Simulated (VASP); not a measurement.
# ZrC (Fm-3m) in VASP: notebook, part 2 of 2

VASP 6.6.1.

## Step 3: Relaxation of cell and atoms, PBE

This run uses another cell than the first one, of 13.06 Å³/atom, 0.987 times its volume.

Contents of INCAR:

```
PREC     = Accurate       # precision mode
ENCUT    = 600            # plane-wave cutoff, eV
EDIFF    = 1E-7           # SCF threshold, eV
ISMEAR   = 1              # smearing method
SIGMA    = 0.1            # smearing width, eV
LREAL    = False          # projectors in reciprocal space
LASPH    = True           # aspherical terms in the spheres
NELM     = 80             # most SCF steps
ALGO     = Normal         # electronic algorithm
ISIF     = 3              # what is computed and relaxed
LWAVE    = False          # write WAVECAR
LCHARG   = False          # write CHGCAR
GGA      = PE             # functional
IBRION   = 2              # ionic algorithm
NSW      = 90             # ionic steps
EDIFFG   = -0.005         # ionic threshold
```

Contents of KPOINTS:

```
regular mesh
0
Gamma
  14 14 14
```

Contents of POSCAR:

```
ZrC                                     
1.0
   -0.0000000000      2.3549644481      2.3549644481
    2.3549644481      0.0000000000      2.3549644481
    2.3549644481      2.3549644481      0.0000000000
  Zr              C             
     1     1
Direct
     0.5000000000000000    0.5000000000000000    0.5000000000000000
     0.0000000000000000    0.0000000000000000    0.0000000000000000
```

Potentials or basis: VASP PAW PBE potentials, release 64 (Zr_sv, C).

On the command line:

```sh
$ cat potpaw_PBE.64/Zr_sv/POTCAR potpaw_PBE.64/C/POTCAR > POTCAR
$ mpirun -np 1 vasp_std > vasp.out
```

OUTCAR:

```text
PREC = Accurate
   ENCUT = 600
   EDIFF = 1E-7
   ISMEAR = 1
   LREAL = False
   LASPH = True
   NELM = 80
   ISIF = 3
   GGA = PE
   IBRION = 2
   NSW = 90
   EDIFFG = -0.005

 ion  position               nearest neighbor table
   1  0.500  0.500  0.500-   2 2.35   2 2.35   2 2.35   2 2.35   2 2.35   2 2.35
   2  0.000  0.000  0.000-   1 2.35   1 2.35   1 2.35   1 2.35   1 2.35   1 2.35

  LATTYP: Found a face centered cubic cell.
 ALAT       =     4.7099288962

  Lattice vectors:

 A1 = (   0.0000000000,   2.3549644481,   2.3549644481)
 A2 = (   2.3549644481,   0.0000000000,   2.3549644481)
 A3 = (   2.3549644481,   2.3549644481,   0.0000000000)

Analysis of symmetry for initial positions (statically):
=====================================================================
 Subroutine PRICEL returns:
 Original cell was already a primitive cell.

 Routine SETGRP: Setting up the symmetry group for a
 face centered cubic supercell.

 Subroutine GETGRP returns: Found 48 space group operations
 (whereof 48 operations were pure point group operations)
 out of a pool of 48 trial point group operations.

The static configuration has the point symmetry O_h .

Analysis of symmetry for dynamics (positions and initial velocities):
=====================================================================
 Subroutine PRICEL returns:
 Original cell was already a primitive cell.

 Routine SETGRP: Setting up the symmetry group for a
 face centered cubic supercell.

 Subroutine GETGRP returns: Found 48 space group operations
 (whereof 48 operations were pure point group operations)
 out of a pool of 48 trial point group operations.

The dynamic configuration has the point symmetry O_h .

 Subroutine INISYM returns: Found 48 space group operations
 (whereof 48 operations are pure point group operations),
 and found     1 'primitive' translations

----------------------------------------------------------------------------------------

                                     Primitive cell

  volume of cell :      26.1206

  direct lattice vectors                    reciprocal lattice vectors
     0.000000000  2.354964448  2.354964448    -0.212317430  0.212317430  0.212317430
     2.354964448  0.000000000  2.354964448     0.212317430 -0.212317430  0.212317430
     2.354964448  2.354964448  0.000000000     0.212317430  0.212317430 -0.212317430

  length of vectors
     3.330422661  3.330422661  3.330422661     0.367744577  0.367744577  0.367744577

  position of ions in fractional coordinates (direct lattice)
     0.500000000  0.500000000  0.500000000
     0.000000000  0.000000000  0.000000000

  ion indices of the primitive-cell ions
   primitive index   ion index
                 1           1
                 2           2

----------------------------------------------------------------------------------------

 KPOINTS: regular mesh

Automatic generation of k-mesh.
 Grid dimensions read from file:
 generate k-points for:   14   14   14

 Generating k-lattice:

  Cartesian coordinates                     Fractional coordinates (reciprocal lattice)
    -0.015165531  0.015165531  0.015165531     0.071428571  0.000000000  0.000000000
     0.015165531 -0.015165531  0.015165531     0.000000000  0.071428571  0.000000000
     0.015165531  0.015165531 -0.015165531     0.000000000  0.000000000  0.071428571
[... 43 lines left out ...]
   dimension x,y,z NGXF=    56 NGYF=   56 NGZF=   56
   ions per type =               1   1
   NGX,Y,Z   is equivalent  to a cutoff of  13.98, 13.98, 13.98 a.u.
   NGXF,Y,Z  is equivalent  to a cutoff of  27.95, 27.95, 27.95 a.u.
 SYSTEM =  unknown system
   PREC   = accura    normal or accurate (medium, high low for compatibility)
   ISTART =      0    job   : 0-new  1-cont  2-samecut
   ICHARG =      2    charge: 1-file 2-atom 10-const
   ISPIN  =      1    spin polarized calculation?
   LNONCOLLINEAR =      F non collinear calculations
   LSORBIT =      F    spin-orbit coupling
   LASPH  =      T    aspherical Exc in radial PAW
   ENCUT  =  600.0 eV  44.10 Ry    6.64 a.u.   6.65  6.65  6.65*2*pi/ulx,y,z
   NELM   =     80;   NELMIN=  2; NELMDL= -5     # of ELM steps
   EDIFF  = 0.1E-06   stopping-criterion for ELM
   LREAL  =      F    real-space projection
   EDIFFG = -.5E-02   stopping-criterion for IOM
   NSW    =     90    number of steps for IOM
   IBRION =      2    ionic relax: 0-MD 1-quasi-New 2-CG
   NFREE  =      1    steps in history (QN), initial steepest desc. (CG)
   ISIF   =      3    stress and relaxation
   ISYM   =      2    0-nonsym 1-usesym 2-fastsym
   POTIM  = 0.5000    time-step for ionic-motion
   TEBEG  =    0.0;   TEEND  =   0.0 temperature during run
   PSTRESS=    0.0 pullay stress
   NELECT =      16.0000    total number of electrons
   NUPDOWN=      -1.0000    fix difference up-down
   EMIN   =  10.00;   EMAX   =-10.00  energy-range for DOS
   EFERMI =   0.00;   METHOD = LEGACY
   ISMEAR =     1;   SIGMA  =   0.10  broadening in eV -4-tet -1-fermi 0-gaus
   EFERMI_NEDOS =   21; number of points for ismear=-14 and -15
   IALGO  =     38    algorithm
   IMIX   =      4    mixing-type and parameters
     AMIX     =   0.40;   BMIX     =  1.00
     AMIX_MAG =   1.60;   BMIX_MAG =  1.00
  volume/ion in A,a.u.               =      13.06        88.14
  Fermi-wavevector in a.u.,A,eV,Ry     =   1.390338  2.627358 26.300612  1.933040
  Thomas-Fermi vector in A             =   2.514283
   LORBIT       =      0    0 simple, 1 ext, 2 COOP (PROOUT), +10 PAW based schemes
   GGA     = PE    functional components
   LHFCALC =     F    Hartree Fock is set to
   AEXX    =    0.0000 exact exchange contribution
   IVDW    =     0    specifies the selected vdW correction
   LEPSILON=     F    determine dielectric tensor
   LRPA    =     F    only Hartree local field effects (RPA)
 conjugate gradient relaxation of ions
 non-spin polarized calculation
 Methfessel and Paxton  Order N= 1 SIGMA  =   0.10
  energy-cutoff  :      600.00
  volume of cell :       26.12
 maximum number of plane-waves:       893
   NGX = 13   NGY = 13   NGZ = 13

 number of electron      16.0000000 magnetization

 Free energy of the ion-electron system (eV)
  ---------------------------------------------------
  ext. energy  EPLUGINS =         0.00000000
  ---------------------------------------------------
  free energy    TOTEN  =       -19.46283503 eV

  energy without entropy =      -19.46266150  energy(sigma->0) =      -19.46277719

 E-fermi :   9.5617     XC(G=0): -12.1033

 val. band max:        9.5494033797   @ k =   0.3571   0.2857   0.0000
 cond. band min:       9.5957378483   @ k =   0.5000   0.5000   0.0000
 fundamental gap:      0.0463344686
 Fermi energy:         9.5617458451

 k-point     1 :       0.0000    0.0000    0.0000
  band No.  band energies     occupation
      1     -38.5866      2.00000
      2     -16.3012      2.00000
      3     -16.3012      2.00000
      4     -16.3012      2.00000
      5      -1.7425      2.00000
      6      10.4762     -0.00000
      7      10.4762     -0.00000
      8      10.4762     -0.00000
      9      10.6346     -0.00000
     10      10.6346     -0.00000
     11      10.6346     -0.00000
     12      12.3374      0.00000
[... 331 lines left out ...]
 k-point    24 :       0.2857    0.1429    0.0000
  band No.  band energies     occupation
      1     -38.5282      2.00000
      2     -16.7181      2.00000
      3     -16.4013      2.00000
      4     -16.3875      2.00000
      5      -0.4443      2.00000
      6       6.3925      2.00000
      7       7.9670      2.00000
      8       8.4554      2.00000
      9      10.5163     -0.00000
     10      13.0283      0.00000
     11      13.4985      0.00000
     12      14.8289      0.00000

 [... further k-points ...]

------------------------ aborting loop because EDIFF is reached ----------------------------------------

  FORCE on cell =-STRESS in cart. coord.  units (eV):
  Direction    XX          YY          ZZ          XY          YZ          ZX
  --------------------------------------------------------------------------------------
  -------------------------------------------------------------------------------------
  Total       -0.0006788     -0.0006788     -0.0006788     -0.0000000      0.0000000      0.0000000
  in kB       -0.0416376     -0.0416376     -0.0416376     -0.0000000      0.0000000      0.0000000
  external PRESSURE =      -0.0416376 kB  Pullay stress =       0.0000000 kB

 VOLUME and BASIS-vectors are now :
 -----------------------------------------------------------------------------
  energy-cutoff  :      600.00
  volume of cell :       26.12
      direct lattice vectors                 reciprocal lattice vectors
     0.000000000  2.354964448  2.354964448    -0.212317430  0.212317430  0.212317430
     2.354964448  0.000000000  2.354964448     0.212317430 -0.212317430  0.212317430
     2.354964448  2.354964448  0.000000000     0.212317430  0.212317430 -0.212317430

 POSITION                                       TOTAL-FORCE (eV/Angst)
 -----------------------------------------------------------------------------------
      2.35496      2.35496      2.35496         0.000000     -0.000000     -0.000000
      0.00000      0.00000      0.00000        -0.000000      0.000000      0.000000
 -----------------------------------------------------------------------------------
    total drift:                                0.000000      0.000000      0.000000

  FREE ENERGIE OF THE ION-ELECTRON SYSTEM (eV)
  ---------------------------------------------------
  free  energy   TOTEN  =       -19.4628350291 eV

  energy  without entropy=      -19.4626615019  energy(sigma->0) =      -19.46277719

 reached required accuracy - stopping structural energy minimisation
```

Wall time 20 s (1 thread of Intel Xeon 6975P-C (Granite Rapids), shared host); peak memory 0.18 GiB.

What came out:

* Free energy: -19.4628 eV
* Pressure after relaxing: 0.0 GPa
* Band gap on the k mesh: none (metal or under the smearing width)

Final structure:
```
CELL_PARAMETERS angstrom
0.00000 2.35496 2.35496
2.35496 0.00000 2.35496
2.35496 2.35496 0.00000
ATOMIC_POSITIONS crystal
Zr 0.50000 0.50000 0.50000
C 0.00000 0.00000 0.00000
```

Levels at points of the mesh, in eV from the Fermi level:
```csv
k point,band 6,band 7,band 8,band 9,band 10,band 11
"(0.00, 0.00, 0.00)",0.91,0.91,0.91,1.07,1.07,1.07
"(0.50, 0.00, 0.00)",-5.29,-2.93,-2.93,4.45,4.45,5.27
"(0.50, 0.50, 0.00)",-2.09,-1.76,0.03,0.03,4.40,5.60
```

Caveat: the relaxation stopped at its first step, so nothing moved.
